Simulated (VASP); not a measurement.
# Si (P6_3/mmc) in VASP: a series of runs

Runs on Si. Level: PBE. Tasks: single point, relaxation of cell and atoms.

Program: VASP 6.6.1. These are calculated values, not measurements. Logs are shortened: lines on timing, memory, paths and dates and some standing lists are left out, and cuts for length are marked.

## (1) The structure

The structure is hexagonal, space group P6_3/mmc (No. 194). Conventional cell: a = 2.637 Å, b = 2.637 Å, c = 4.509 Å, α = 90.00°, β = 90.00°, γ = 120.00°. Si (site symmetry -6m2) has 12 Si at 2.64 to 2.72 Å as nearest neighbours.

This isn't the form of Si at room conditions, which is diamond.

## (2) Single point, PBE (relaxed again under DFT PBE, scalar-relativistic, plane waves, PAW)

The input, INCAR:

```
PREC = Accurate ; ENCUT = 520
EDIFF = 1E-6 ; ISMEAR = 0
SIGMA = 0.1 ; LREAL = F
LASPH = T ; NELM = 80
ALGO = Normal ; ISIF = 2
LWAVE = F ; LCHARG = F
GGA = PE ; NBANDS = 11
```

The input, KPOINTS:

```
regular mesh
0
Gamma
  18 18 10
```

The input, POSCAR:

```
Si
1.0
    2.6852015281      0.0000000000      0.0000000000
   -1.3426007640      2.3254527376      0.0000000000
    0.0000000000      0.0000000000      4.6002050586
Si
2
Direct
    0.3333333333      0.6666666667      0.2500000000
    0.6666666667      0.3333333333      0.7500000000
```

Potentials or basis: VASP PAW PBE potentials, release 64 (Si).

Launch:

```
cat potpaw_PBE.64/Si/POTCAR > POTCAR
mpirun -np 1 vasp_std > vasp.out
```

OUTCAR:

```text
PREC = Accurate
   ENCUT = 520
   EDIFF = 1E-6
   ISMEAR = 0
   LREAL = F
   LASPH = T
   NELM = 80
   ISIF = 2
   GGA = PE

 ion  position               nearest neighbor table
   1  0.333  0.667  0.250-   2 2.77   2 2.77   2 2.77   2 2.77   2 2.77   2 2.77
   2  0.667  0.333  0.750-   1 2.77   1 2.77   1 2.77   1 2.77   1 2.77   1 2.77

  LATTYP: Found a hexagonal cell.
 ALAT       =     2.6852015281
 C/A-ratio  =     1.7131693880

  Lattice vectors:

 A1 = (   2.6852015281,   0.0000000000,   0.0000000000)
 A2 = (  -1.3426007640,   2.3254527376,   0.0000000000)
 A3 = (   0.0000000000,   0.0000000000,   4.6002050586)

Analysis of symmetry for initial positions (statically):
=====================================================================
 Subroutine PRICEL returns:
 Original cell was already a primitive cell.

 Routine SETGRP: Setting up the symmetry group for a
 hexagonal supercell.

 Subroutine GETGRP returns: Found 24 space group operations
 (whereof 12 operations were pure point group operations)
 out of a pool of 24 trial point group operations.

The static configuration has the point symmetry D_3d.
 The point group associated with its full space group is D_6h.

Analysis of symmetry for dynamics (positions and initial velocities):
=====================================================================
 Subroutine PRICEL returns:
 Original cell was already a primitive cell.

 Routine SETGRP: Setting up the symmetry group for a
 hexagonal supercell.

 Subroutine GETGRP returns: Found 24 space group operations
 (whereof 12 operations were pure point group operations)
 out of a pool of 24 trial point group operations.

The dynamic configuration has the point symmetry D_3d.
 The point group associated with its full space group is D_6h.

 Subroutine INISYM returns: Found 24 space group operations
 (whereof 12 operations are pure point group operations),
 and found     1 'primitive' translations

----------------------------------------------------------------------------------------

                                     Primitive cell

  volume of cell :      28.7251

  direct lattice vectors                    reciprocal lattice vectors
     2.685201528  0.000000000  0.000000000     0.372411526  0.215011895  0.000000000
    -1.342600764  2.325452738  0.000000000     0.000000000  0.430023790  0.000000000
     0.000000000  0.000000000  4.600205059     0.000000000  0.000000000  0.217381614

  length of vectors
     2.685201528  2.685201528  4.600205059     0.430023790  0.430023790  0.217381614

  position of ions in fractional coordinates (direct lattice)
     0.333333333  0.666666667  0.250000000
     0.666666667  0.333333333  0.750000000

  ion indices of the primitive-cell ions
   primitive index   ion index
                 1           1
                 2           2

----------------------------------------------------------------------------------------

 KPOINTS: regular mesh

Automatic generation of k-mesh.
 Grid dimensions read from file:
 generate k-points for:   18   18   10

 Generating k-lattice:

  Cartesian coordinates                     Fractional coordinates (reciprocal lattice)
     0.020689529  0.011945105  0.000000000     0.055555556  0.000000000  0.000000000
     0.000000000  0.023890211  0.000000000     0.000000000  0.055555556  0.000000000
     0.000000000  0.000000000  0.021738161     0.000000000  0.000000000  0.100000000

  Length of vectors
     0.023890211  0.023890211  0.021738161

  Shift w.r.t. Gamma in fractional coordinates (k-lattice)
     0.000000000  0.000000000  0.000000000

 Subroutine IBZKPT returns following result:
 ===========================================

 Found    222 irreducible k-points:

 Following reciprocal coordinates:
            Coordinates               Weight
  0.000000  0.000000  0.000000      1.000000
  0.055556  0.000000  0.000000      6.000000
  0.111111  0.000000  0.000000      6.000000
  0.166667  0.000000  0.000000      6.000000
  0.222222 -0.000000  0.000000      6.000000
  0.277778 -0.000000  0.000000      6.000000
[... 16 lines left out ...]
  0.333333  0.111111  0.000000     12.000000
  0.388889  0.111111  0.000000     12.000000
 [... further k-points ...]
   k-points           NKPTS =    222   k-points in BZ     NKDIM =    222   number of bands    NBANDS=     11
   number of dos      NEDOS =    301   number of ions     NIONS =      2
   total plane-waves  NPLWV =  14400
   dimension x,y,z NGX =    20 NGY =   20 NGZ =   36
   dimension x,y,z NGXF=    40 NGYF=   40 NGZF=   72
   ions per type =               2
   NGX,Y,Z   is equivalent  to a cutoff of  12.38, 12.38, 13.01 a.u.
   NGXF,Y,Z  is equivalent  to a cutoff of  24.76, 24.76, 26.02 a.u.
 SYSTEM =  unknown system
   PREC   = accura    normal or accurate (medium, high low for compatibility)
   ISTART =      0    job   : 0-new  1-cont  2-samecut
   ICHARG =      2    charge: 1-file 2-atom 10-const
   ISPIN  =      1    spin polarized calculation?
   LNONCOLLINEAR =      F non collinear calculations
   LSORBIT =      F    spin-orbit coupling
   LASPH  =      T    aspherical Exc in radial PAW
   ENCUT  =  520.0 eV  38.22 Ry    6.18 a.u.   4.99  4.99  8.55*2*pi/ulx,y,z
   NELM   =     80;   NELMIN=  2; NELMDL= -5     # of ELM steps
   EDIFF  = 0.1E-05   stopping-criterion for ELM
   LREAL  =      F    real-space projection
   EDIFFG = 0.1E-04   stopping-criterion for IOM
   NSW    =      0    number of steps for IOM
   IBRION =     -1    ionic relax: 0-MD 1-quasi-New 2-CG
   NFREE  =      0    steps in history (QN), initial steepest desc. (CG)
   ISIF   =      2    stress and relaxation
   ISYM   =      2    0-nonsym 1-usesym 2-fastsym
   POTIM  = 0.5000    time-step for ionic-motion
   TEBEG  =    0.0;   TEEND  =   0.0 temperature during run
   PSTRESS=    0.0 pullay stress
   NELECT =       8.0000    total number of electrons
   NUPDOWN=      -1.0000    fix difference up-down
   EMIN   =  10.00;   EMAX   =-10.00  energy-range for DOS
   EFERMI =   0.00;   METHOD = LEGACY
   ISMEAR =     0;   SIGMA  =   0.10  broadening in eV -4-tet -1-fermi 0-gaus
   EFERMI_NEDOS =   21; number of points for ismear=-14 and -15
   IALGO  =     38    algorithm
   IMIX   =      4    mixing-type and parameters
     AMIX     =   0.40;   BMIX     =  1.00
     AMIX_MAG =   1.60;   BMIX_MAG =  1.00
  volume/ion in A,a.u.               =      14.36        96.92
  Fermi-wavevector in a.u.,A,eV,Ry     =   1.069098  2.020303 15.551066  1.142971
  Thomas-Fermi vector in A             =   2.204767
   LORBIT       =      0    0 simple, 1 ext, 2 COOP (PROOUT), +10 PAW based schemes
   GGA     = PE    functional components
   LHFCALC =     F    Hartree Fock is set to
   AEXX    =    0.0000 exact exchange contribution
   IVDW    =     0    specifies the selected vdW correction
   LEPSILON=     F    determine dielectric tensor
   LRPA    =     F    only Hartree local field effects (RPA)
 non-spin polarized calculation
 Gauss-broadening in eV      SIGMA  =   0.10
  energy-cutoff  :      520.00
  volume of cell :       28.73
 maximum number of plane-waves:       801
 NGX is ok and might be reduce to    20
   NGX =  9   NGY =  9   NGZ = 17

 number of electron       8.0000000 magnetization

 Free energy of the ion-electron system (eV)
  ---------------------------------------------------
  ext. energy  EPLUGINS =         0.00000000
  ---------------------------------------------------
  free energy    TOTEN  =        -9.83913315 eV

  energy without entropy =       -9.83585946  energy(sigma->0) =       -9.83749631

 E-fermi :  10.2512     XC(G=0): -11.2236

 val. band max:       10.2455614273   @ k =   0.3889   0.1667   0.1000
 cond. band min:      10.2728754426   @ k =   0.5000  -0.0000   0.0000
 fundamental gap:      0.0273140153
 Fermi energy:        10.2512045907

 k-point     1 :       0.0000    0.0000    0.0000
  band No.  band energies     occupation
      1      -4.2603      2.00000
      2       1.9607      2.00000
      3       3.0740      2.00000
      4      19.2697      0.00000
      5      19.2697      0.00000
      6      20.3964      0.00000
      7      20.5551      0.00000
      8      20.5551      0.00000
      9      20.9655      0.00000
     10      23.6247      0.00000
     11      24.1542      0.00000

 k-point     2 :       0.0556    0.0000    0.0000
  band No.  band energies     occupation
      1      -4.1773      2.00000
      2       2.0426      2.00000
      3       3.1526      2.00000
      4      17.9508      0.00000
      5      18.5636      0.00000
      6      20.1086      0.00000
      7      20.3880      0.00000
      8      21.2862      0.00000
      9      21.7207      0.00000
     10      22.9040      0.00000
     11      23.5027      0.00000

 k-point     3 :       0.1111    0.0000    0.0000
  band No.  band energies     occupation
      1      -3.9285      2.00000
      2       2.2881      2.00000
      3       3.3881      2.00000
      4      15.7954      0.00000
      5      17.5648      0.00000
      6      19.4139      0.00000
      7      20.2681      0.00000
      8      21.0208      0.00000
      9      21.7361      0.00000
     10      22.3204      0.00000
     11      23.5343      0.00000
[... 267 lines left out ...]
 k-point    23 :       0.3333    0.1111    0.0000
  band No.  band energies     occupation
      1       0.0053      2.00000
      2       5.7491      2.00000
      3       6.2118      2.00000
      4       7.1013      2.00000
      5      11.3663      0.00000
      6      11.7636      0.00000
      7      12.8778      0.00000
      8      16.8597      0.00000
      9      18.8435      0.00000
     10      19.8295      0.00000
     11      24.3887      0.00000

 k-point    24 :       0.3889    0.1111    0.0000
  band No.  band energies     occupation
      1       1.2083      2.00000
      2       4.1526      2.00000
      3       7.3283      2.00000
      4       8.1830      2.00000
      5      10.1188      1.93885
      6      11.2031      0.00000
      7      11.3712      0.00000
      8      16.6533      0.00000
      9      18.5915      0.00000
     10      19.6231      0.00000
     11      24.6457      0.00000

 [... further k-points ...]

------------------------ aborting loop because EDIFF is reached ----------------------------------------

  FORCE on cell =-STRESS in cart. coord.  units (eV):
  Direction    XX          YY          ZZ          XY          YZ          ZX
  --------------------------------------------------------------------------------------
  -------------------------------------------------------------------------------------
  Total       -0.0007554     -0.0007554     -0.0006702     -0.0000000     -0.0000000      0.0000000
  in kB       -0.0421337     -0.0421337     -0.0373801     -0.0000000     -0.0000000      0.0000000
  external PRESSURE =      -0.0405492 kB  Pullay stress =       0.0000000 kB

 VOLUME and BASIS-vectors are now :
 -----------------------------------------------------------------------------
  energy-cutoff  :      520.00
  volume of cell :       28.73
      direct lattice vectors                 reciprocal lattice vectors
     2.685201528  0.000000000  0.000000000     0.372411526  0.215011895  0.000000000
    -1.342600764  2.325452738  0.000000000     0.000000000  0.430023790  0.000000000
     0.000000000  0.000000000  4.600205059     0.000000000  0.000000000  0.217381614

 POSITION                                       TOTAL-FORCE (eV/Angst)
 -----------------------------------------------------------------------------------
     -0.00000      1.55030      1.15005        -0.000000      0.000000      0.000000
      1.34260      0.77515      3.45015         0.000000      0.000000      0.000000
 -----------------------------------------------------------------------------------
    total drift:                               -0.000000      0.000000     -0.000000

  FREE ENERGIE OF THE ION-ELECTRON SYSTEM (eV)
  ---------------------------------------------------
  free  energy   TOTEN  =        -9.8391331532 eV

  energy  without entropy=       -9.8358594573  energy(sigma->0) =       -9.83749631
```

Run time: 19 s. Hardware: 1 thread of AMD EPYC 9R45 (Zen 5), shared host; peak memory 0.14 GiB.

Results:

```
Free energy            : -9.8391 eV
Pressure               : 0.0 GPa
Band gap on the k mesh : none (metal or under the smearing width)
```

## (3) Relaxation of cell and atoms, PBE

The input, INCAR:

```
ALGO = Normal
EDIFF = 1E-6
EDIFFG = -0.005
ENCUT = 600
GGA = PE
IBRION = 2
ISIF = 3
ISMEAR = 0
LASPH = T
LCHARG = F
LREAL = F
LWAVE = F
NELM = 100
NSW = 70
PREC = Accurate
SIGMA = 0.1
```

The input, KPOINTS:

```
k-points
0
Gamma
  18 18 10
```

The input, POSCAR:

```
Si
1.0
    2.6369973686      0.0000000000      0.0000000000
   -1.3184986843      2.2837067109      0.0000000000
    0.0000000000      0.0000000000      4.5089914132
Si
2
Direct
    0.3333333333      0.6666666667      0.2500000000
    0.6666666667      0.3333333333      0.7500000000
```

Potentials or basis: VASP PAW PBE potentials, release 64 (Si).

Launch:

```
cat potpaw_PBE.64/Si/POTCAR > POTCAR
mpirun -np 1 vasp_std > vasp.out
```

Wall time 74 s (1 thread of AMD EPYC 9R45 (Zen 5), shared host); peak memory 0.15 GiB.

The run converged. Its results:

* Free energy: -9.8391 eV
* Relaxed volume: 14.37 Å³/atom
* Relaxed cell: a = 2.686 Å, b = 2.686 Å, c = 4.601 Å, α = 90.00°, β = 90.00°, γ = 120.00°
* Space group after relaxing (to 0.05 Å): P6_3/mmc (No. 194)
* Energy gained by relaxing: 12.9 meV/atom
* Ionic steps: 7
* Pressure after relaxing: 0.0 GPa
* Band gap on the k mesh: none (metal or under the smearing width)

Step by step:
```tsv
step	energy change (eV)	largest force (eV/Å)	pressure (GPa)	volume (Å³)
1	0.0000	0.0000	5.56	27.15
2	-0.0248	0.0000	-0.95	29.05
3	-0.0258	0.0000	0.00	28.72
4	-0.0258	0.0000	0.11	28.69
5	-0.0258	0.0000	0.11	28.69
6	-0.0258	0.0000	0.11	28.69
7	-0.0259	0.0000	-0.03	28.74
```

Final structure:
```
CELL_PARAMETERS angstrom
2.68557 0.00000 0.00000
-1.34278 2.32577 0.00000
0.00000 0.00000 4.60080
ATOMIC_POSITIONS crystal
Si 0.33333 0.66667 0.25000
Si 0.66667 0.33333 0.75000
```

Levels at points of the mesh, in eV from the Fermi level:
| k point | band 2 | band 3 | band 4 | band 5 | band 6 | band 7 |
| --- | --- | --- | --- | --- | --- | --- |
| (0.00, 0.00, 0.00) | -8.29 | -7.17 | 9.01 | 9.01 | 10.14 | 10.30 |
| (0.50, 0.00, 0.00) | -7.59 | -2.01 | -1.63 | -1.55 | 0.02 | 3.82 |
| (0.00, 0.00, 0.50) | -12.80 | 0.41 | 0.41 | 10.29 | 10.29 | 10.29 |
| (0.50, 0.00, 0.50) | -6.51 | -5.95 | -5.95 | 5.29 | 5.29 | 5.54 |
